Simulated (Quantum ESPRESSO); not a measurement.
## HgTe (Coloradoite) under changes of volume

One of the cells (33.215 Å³/atom); the others are scaled copies at fixed shape and fractional positions:

```xyz
2
Lattice="0.0000 3.2145 3.2145 3.2145 0.0000 3.2145 3.2145 3.2145 0.0000" Properties=species:S:1:pos:R:3 pbc="T T T"
Hg    0.0000    0.0000    0.0000
Te    4.8217    4.8217    4.8217
```

| Quantity | Value |
| --- | --- |
| Program | Quantum ESPRESSO 7.5 |
| Functional | r2SCAN |
| Potentials or basis | SG15 PBE 1.2 |
| Cutoff | 952 eV |
| Density cutoff | 3810 eV |
| k mesh | 5 × 5 × 5 |
| Occupations | fermi-dirac, width 0.05 eV |
| Spin | no spin polarisation |

```tsv
volume (Å³/atom)	energy over the lowest point (meV/atom)	pressure (GPa)
31.223	?	?
31.887	53.34	5.4
32.551	33.61	4.1
33.215	18.92	3.0
33.880	8.72	2.0
34.544	2.56	1.0
35.208	0.00	0.2
```

Problem. What does the run at 31.223 Å³/atom give?

Solution. Energy over the lowest point 78.72 meV/atom; pressure 6.9 GPa.

Worked out: A Birch-Murnaghan fit of order 3 (a polynomial in V^(-2/3)) to the other rows has its minimum at 35.39 Å³/atom, just outside them, with B0 = V·E''(V) = 40 GPa and B' = 4.9. It gives 78.71 meV/atom at 31.223 Å³/atom, against the run's 78.72, and -dE/dV = 6.9 GPa, against 6.9.

Energies are extrapolated to zero smearing.

Caveats: the potentials were made for another functional, which shifts forces and pressure.
